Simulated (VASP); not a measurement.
# Li2O (Fm-3m) in VASP: notebook, part 2 of 2

VASP 6.6.1. The steps go on from the part before.

## (3) Electrostatic potential, LDA

This run uses another cell than the first one, of 7.52 Å³/atom, 0.927 times its volume.

File INCAR:

```
SYSTEM = Li2O
ALGO     = Normal         ! electronic algorithm
EDIFF    = 1E-7           ! SCF threshold, eV
ENCUT    = 520            ! plane-wave cutoff, eV
ISIF     = 2              ! what is computed and relaxed
ISMEAR   = 0              ! smearing method
LASPH    = .True.         ! aspherical terms in the spheres
LCHARG   = .True.         ! write CHGCAR
LREAL    = .False.        ! projectors in reciprocal space
LVHAR    = .True.       
LWAVE    = .False.        ! write WAVECAR
NELM     = 60             ! most SCF steps
PREC     = Accurate       ! precision mode
SIGMA    = 0.02           ! smearing width, eV
```

File KPOINTS:

```
k-points
0
Gamma
  10 10 10
  0 0 0
```

File POSCAR:

```
Li2O                                    
1.0
   -0.0000000000      2.2427972683      2.2427972683
    2.2427972683      0.0000000000      2.2427972683
    2.2427972683      2.2427972683      0.0000000000
  O               Li            
     1     2
Direct
     1.0000000000000000    0.0000000000000000    1.0000000000000000
     0.2500000000000000    0.2500000000000000    0.2500000000000000
     0.7500000000000000    0.7500000000000000    0.7500000000000000
```

Potentials or basis: VASP PAW LDA potentials, release 64 (O, Li_sv).

Run with:

```sh
$ cat potpaw_LDA.64/O/POTCAR potpaw_LDA.64/Li_sv/POTCAR > POTCAR
$ mpirun -np 1 vasp_std > vasp.out
```

OUTCAR:

```text
SYSTEM = Li2O
   EDIFF = 1E-7
   ENCUT = 520
   ISIF = 2
   ISMEAR = 0
   LASPH = .True.
   LREAL = .False.
   NELM = 60
   PREC = Accurate

 ion  position               nearest neighbor table
   1  0.000  0.000  0.000-   3 1.94   3 1.94   3 1.94   2 1.94   2 1.94   2 1.94   3 1.94   2 1.94

   2  0.250  0.250  0.250-   1 1.94   1 1.94   1 1.94   1 1.94   3 2.24   3 2.24   3 2.24   3 2.24
                             3 2.24   3 2.24
   3  0.750  0.750  0.750-   1 1.94   1 1.94   1 1.94   1 1.94   2 2.24   2 2.24   2 2.24   2 2.24
                             2 2.24   2 2.24

  LATTYP: Found a face centered cubic cell.
 ALAT       =     4.4855945366

  Lattice vectors:

 A1 = (   0.0000000000,   2.2427972683,   2.2427972683)
 A2 = (   2.2427972683,   0.0000000000,   2.2427972683)
 A3 = (   2.2427972683,   2.2427972683,   0.0000000000)

Analysis of symmetry for initial positions (statically):
=====================================================================
 Subroutine PRICEL returns:
 Original cell was already a primitive cell.

 Routine SETGRP: Setting up the symmetry group for a
 face centered cubic supercell.

 Subroutine GETGRP returns: Found 48 space group operations
 (whereof 48 operations were pure point group operations)
 out of a pool of 48 trial point group operations.

The static configuration has the point symmetry O_h .

Analysis of symmetry for dynamics (positions and initial velocities):
=====================================================================
 Subroutine PRICEL returns:
 Original cell was already a primitive cell.

 Routine SETGRP: Setting up the symmetry group for a
 face centered cubic supercell.

 Subroutine GETGRP returns: Found 48 space group operations
 (whereof 48 operations were pure point group operations)
 out of a pool of 48 trial point group operations.

The dynamic configuration has the point symmetry O_h .

 Subroutine INISYM returns: Found 48 space group operations
 (whereof 48 operations are pure point group operations),
 and found     1 'primitive' translations

----------------------------------------------------------------------------------------

                                     Primitive cell

[... 119 lines left out ...]
   AEXX    =    0.0000 exact exchange contribution
   IVDW    =     0    specifies the selected vdW correction
   LEPSILON=     F    determine dielectric tensor
   LRPA    =     F    only Hartree local field effects (RPA)
 non-spin polarized calculation
 Gauss-broadening in eV      SIGMA  =   0.02
  energy-cutoff  :      520.00
  volume of cell :       22.56
 maximum number of plane-waves:       620
   NGX = 11   NGY = 11   NGZ = 11

 number of electron      12.0000020 magnetization

 Free energy of the ion-electron system (eV)
  ---------------------------------------------------
  ext. energy  EPLUGINS =         0.00000000
  ---------------------------------------------------
  free energy    TOTEN  =       -15.74787115 eV

  energy without entropy =      -15.74787115  energy(sigma->0) =      -15.74787115

 E-fermi :   1.7627     XC(G=0): -10.6294

 val. band max:        1.6498535035   @ k =   0.0000   0.0000   0.0000
 cond. band min:       6.5993636835   @ k =   0.5000   0.5000   0.0000
 fundamental gap:      4.9495101800
 Fermi energy:         1.7626829277

 k-point     1 :       0.0000    0.0000    0.0000
  band No.  band energies     occupation
      1     -40.1100      2.00000
      2     -39.6231      2.00000
      3     -13.5915      2.00000
      4       1.6499      2.00000
      5       1.6499      2.00000
      6       1.6499      2.00000
      7       7.5870      0.00000
      8      13.7202      0.00000
      9      13.7202      0.00000
     10      13.7202      0.00000
[... 287 lines left out ...]
 k-point    24 :       0.4000    0.3000    0.0000
  band No.  band energies     occupation
      1     -39.9470      2.00000
      2     -39.7370      2.00000
      3     -13.3841      2.00000
      4      -0.1318      2.00000
      5       0.3975      2.00000
      6       0.5078      2.00000
      7       7.6602      0.00000
      8      14.8141      0.00000
      9      15.1153      0.00000
     10      16.5929      0.00000

 [... further k-points ...]
[... 5 lines left out ...]
  --------------------------------------------------------------------------------------
  -------------------------------------------------------------------------------------
  Total        0.0809590      0.0809590      0.0809590      0.0000000      0.0000000      0.0000000
  in kB        5.7487776      5.7487776      5.7487776      0.0000000      0.0000000      0.0000000
  external PRESSURE =       5.7487776 kB  Pullay stress =       0.0000000 kB

 VOLUME and BASIS-vectors are now :
 -----------------------------------------------------------------------------
  energy-cutoff  :      520.00
  volume of cell :       22.56
      direct lattice vectors                 reciprocal lattice vectors
     0.000000000  2.242797268  2.242797268    -0.222935888  0.222935888  0.222935888
     2.242797268  0.000000000  2.242797268     0.222935888 -0.222935888  0.222935888
     2.242797268  2.242797268  0.000000000     0.222935888  0.222935888 -0.222935888

 POSITION                                       TOTAL-FORCE (eV/Angst)
 -----------------------------------------------------------------------------------
      0.00000      0.00000      0.00000         0.000000     -0.000000      0.000000
      1.12140      1.12140      1.12140        -0.000000     -0.000000     -0.000000
      3.36420      3.36420      3.36420         0.000000      0.000000      0.000000
 -----------------------------------------------------------------------------------
    total drift:                               -0.000000      0.000000      0.000000

  FREE ENERGIE OF THE ION-ELECTRON SYSTEM (eV)
  ---------------------------------------------------
  free  energy   TOTEN  =       -15.7478711460 eV

  energy  without entropy=      -15.7478711460  energy(sigma->0) =      -15.74787115
```

OSZICAR:

```text
N       E                     dE             d eps       ncg     rms          rms(c)
DAV:   1     0.383192520417E+02    0.38319E+02   -0.63005E+03   942   0.130E+03
DAV:   2    -0.125723797246E+02   -0.50892E+02   -0.48689E+02  1070   0.236E+02
DAV:   3    -0.174529670995E+02   -0.48806E+01   -0.48667E+01  1708   0.623E+01
DAV:   4    -0.175044062298E+02   -0.51439E-01   -0.51404E-01  1256   0.710E+00
DAV:   5    -0.175047260511E+02   -0.31982E-03   -0.31978E-03  1394   0.431E-01    0.730E+00
DAV:   6    -0.158228709847E+02    0.16819E+01   -0.89983E+00   946   0.194E+01    0.277E+00
DAV:   7    -0.157718806645E+02    0.50990E-01   -0.22142E-01  1058   0.412E+00    0.142E+00
DAV:   8    -0.157486320777E+02    0.23249E-01   -0.59909E-02  1102   0.275E+00    0.316E-01
DAV:   9    -0.157477857913E+02    0.84629E-03   -0.65701E-03  1294   0.777E-01    0.101E-01
DAV:  10    -0.157479021094E+02   -0.11632E-03   -0.29575E-04  1052   0.175E-01    0.516E-02
DAV:  11    -0.157478717516E+02    0.30358E-04   -0.48598E-05  1092   0.899E-02    0.858E-03
DAV:  12    -0.157478711667E+02    0.58487E-06   -0.26956E-06  1398   0.189E-02    0.110E-03
DAV:  13    -0.157478711460E+02    0.20714E-07   -0.27639E-07   974   0.526E-03
   1 F= -.15747871E+02 E0= -.15747871E+02  d E =-.509977E-18
```

Run time: 3.3 s. Hardware: 1 thread of Intel Xeon 6975P-C (Granite Rapids), shared host; peak memory 0.12 GiB.

What came out:

```
Free energy            : -15.7479 eV
Band gap on the k mesh : 4.95 eV, indirect (least direct gap 5.94 eV)
```

Caveat: the cutoff is under 1.25 times the usual one of these potentials, so pressure, stress and relaxed cells hold a basis-set (Pulay) error.
